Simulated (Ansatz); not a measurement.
Crystal: Si.

```
Si
1.0
     2.66225   -0.03624   -0.00683
    -1.36251    2.23176    0.04190
    -0.00643    0.04182    2.48776
Si
1
Direct
  0.00000 0.00000 0.00000
```

This isn't the form of Si at room conditions, which is diamond.

The cell isn't the ideal one: cell sheared at random, sigma 0.03, atoms nudged by 0.01 Å.

A run of Ansatz 0.2.0 on this cell left the log below. Logs are shortened: lines on timing, memory, paths and dates and some standing lists are left out, and cuts for length are marked.

```text
Warning: RAYON_NUM_THREADS=2 ignored (pool sized by the plan → 2); use --threads N
scf.n_extra_bands = 6 over 2 filled bands (N_el = 4.0): the run solves 8 bands
Engine: ansatz 0.2.0, aarch64-unknown-linux-gnu
Pseudopotentials: kind: paw
Pseudopotential: Si, paw, valence charge 4, recommended cutoff 420 eV (normal), Si.paw.azcp
Functional definition: SPW92
  exchange = slater_x
  correlation = pw_c
Crystal: 1 atoms, lattice volume = 14.654 Å³
Basis set: ecut = 420 eV, 285 PW (Γ)
Bands: 8, of which v1, the nominal top of the filled ones, is band 2 counted from 1 (1 counted from 0)
Symmetry: 2 space group operations
Space group: P-1 (ITA 2), of the structure as read, at distance tolerance 2.4e-5 Å
k-points: 794 of 1584
Non-local potential: Si, projectors of the file, l = 0: 2, l = 1: 2, l = 2: 2
PAW form: soft (Blöchl's): semilocal exchange-correlation on the pseudo side does not see the compensation charge
PAW frozen core: Si, regenerated for the run's functional, and the local potential with it (the file was generated under x = pbe(κ = 0.804, μ = 0.2195149727645171), c = pbe(β = 0.06672455060314922))
PAW one-centre angular grid: Si, 110 points (default); XC on 64 Gauss nodes
Initial density: superposition of atomic densities (neutral atoms: chi_scale 0, normalization atom), corrected by the library's trained network
Initial wavefunctions: pseudopotential atomic-orbital guess
Functional: x = slater, c = lda
SCF iter   1: F=—  HF=-608.427812 eV  |F-HF|=—  |Δ(HF+E_count)|=         —  Δρ=5.15e-3  dr2=3.55e-3  ethr=1.77e-3  ⟨swp⟩=5.8  Hψ=52973  notcnv=0  defer=239
preconditioner: auto → none  [metal: Δε(μ)=0.015 eV  Ē_g=17.208 eV  σ=0.050 eV  W_gap=0.08  n_scr=0 (ndim 8)  ℏωp=19.4 eV  f_vac=0.000  D(μ)=0.29/eV (n_scr^D=0)]
SCF iter   2: F=—  HF=-608.426436 eV  |F-HF|=—  |Δ(HF+E_count)|=   1.38e-3  Δρ=1.97e-3  dr2=4.49e-4  ethr=8.87e-5  ⟨swp⟩=1.0  Hψ=12798  notcnv=0  defer=595
SCF iter   3: F=—  HF=-608.426234 eV  |F-HF|=—  |Δ(HF+E_count)|=   2.02e-4  Δρ=2.15e-4  dr2=3.10e-6  ethr=1.12e-5  ⟨swp⟩=2.0  Hψ=6895  notcnv=0  defer=595
SCF iter   4: F=—  HF=-608.426234 eV  |F-HF|=—  |Δ(HF+E_count)|=   7.44e-7  Δρ=2.72e-5  dr2=6.42e-8  ethr=7.76e-8  ⟨swp⟩=2.0  Hψ=6889  notcnv=0  defer=595
iter 5 did not close the SCF: its close was put off for the readings that it lacked (scf_convergence_deferred on its scf_iter line)
SCF iter   5: F=-608.426234 eV  HF=-608.426234 eV  |F-HF|=1.68e-9  |Δ(HF+E_count)|=   2.19e-9  Δρ=4.38e-6  dr2=3.09e-9  ethr=1.60e-9  ⟨swp⟩=1.0  Hψ=5300  notcnv=0  defer=595
SCF iter   6: F=-608.426234 eV  HF=-608.426234 eV  |F-HF|=1.14e-13  |Δ(HF+E_count)|=   1.27e-9  Δρ=1.01e-7  dr2=1.16e-12  ethr=7.73e-11  ⟨swp⟩=5.0  Hψ=27216  notcnv=0
SCF 1 converged in 6 iterations: F = -608.426234 eV  dr2 = 1.16e-12
  greatest PAW one-centre occupation: 0.661 electrons in one spin orbital (limit 2), on the Si atom at site 0 (counted from 0), in its partial waves of l = 0
NSCF: frozen V_eff on 102 k-points
SCF converged after 6 iterations
Free energy (F): -608.426234 eV
Harris-Foulkes:  -608.426234 eV  (|F-HF|=1.14e-13)
Internal energy: -608.423799 eV  (E = F + TS)
E sigma→0 (E₀):  -608.425016 eV
Entropy (-TS):   -0.002435 eV (-2.435 meV/atom)
Fermi energy:    10.040696 eV
--- Per-component energies (eV) ---
  E_band       = 17.826412
  E_kinetic    = 41.822822
  E_local      = -1.806891  (includes V_loc(G=0)·N_el)
  E_nonlocal   = 26.600773
  E_hartree    = 1.106400
  E_xc         = -55.826489
  E_vxc        = -48.442094  (∫ρ·V_xc dr)
  E_paw        = -485.792120  (= ΣΔE_a)
  E_vpaw       = -2.561006  (= ΣTr[D̂ρ^β])
  E_aug_tail   = 0.000006  (compensation charges beyond the density's cutoff)
  E_ewald      = -134.612632
  E_core_change = 0.084331  (= ΣΔE_core)
  E_smearing   = -0.002435  (= −TS)
  E_closure    = 0.000000  (closes the sum)
  Σ components = -608.426234   (vs F -608.426234, Δ=0.00e0)
--- Forces (eV/Å), atoms counted from 1 ---
  atom   1  Si     0.00000000     0.00000000     0.00000000
  max |Σ_I F_I| component: 0.00e0 eV/Å
--- Stress (GPa, compression-positive) ---
       -0.034780       2.488431      -0.010622
        2.488431       0.182005      -2.493383
       -0.010622      -2.493383      -2.259937
  P = ⅓ Tr σ = -0.7042 GPa (-7.042 kbar)
--- Band table (eV; the first three rows and the last of 794) ---
  k-point 0: bands = ["-4.0613", "17.4557", "17.5853", "19.9186", "21.0638", "21.6040", "23.3078", "28.1893"]
  k-point 1: bands = ["-3.8721", "14.1820", "20.0562", "20.7770", "21.2265", "21.7856", "23.4613", "28.3758"]
  k-point 2: bands = ["-3.3073", "10.9844", "20.4906", "21.6174", "22.1546", "23.6683", "24.0853", "28.9282"]
  k-point 793: bands = ["6.5103", "6.8639", "8.6132", "11.6967", "19.5159", "22.6975", "23.8658", "27.4281"]
```

Problem. What input gives this log?

Solution. Band structure with LDA, no spin polarisation. The files as run (others can give the same):

input.yaml
```yaml
crystal:
  lattice:
    - [2.6622503, -0.03624233, -0.00683095]
    - [-1.36251193, 2.23176068, 0.04189651]
    - [-0.00642903, 0.04181964, 2.48776073]
  atoms:
    - { symbol: Si, position: [0.0, 0.0, 0.0] }
hamiltonian:
  xc: lda
  pseudopotentials: { kind: paw }
kpoints:
  mp_grid: { grid: [12, 12, 11] }
  band_path:
    path:
      - [[-0.5, 0.0, 0.0], [0.0, 0.0, 0.0], [0.0, 0.0, -0.5]]
      - [[-0.5, 0.0, -0.5], [0.0, 0.0, 0.0], [0.5, -0.5, 0.0]]
      - [[0.0, -0.5, 0.0], [0.0, 0.0, 0.0], [0.5, -0.5, -0.5]]
      - [[0.0, -0.5, -0.5], [0.0, 0.0, 0.0]]
    npoints: 14
scf:
  occupations: { method: fermi_dirac, width: 0.05 }
  n_extra_bands: 6
output:
  forces: true
  stress: true
  eigenvalues: true
  fatbands: false
```

Potentials or basis: Ansatz PAW.
Run with:
```sh
$ ansatz run input.yaml --threads 2 --pin off --max-ram 5632MiB --backend cpu --events-out ev --progress --plain --runs-dir out
```

Caveat: the PAW data sets come from PBE, with cores solved anew for the run's functional, which leaves a small shift of forces and pressure.
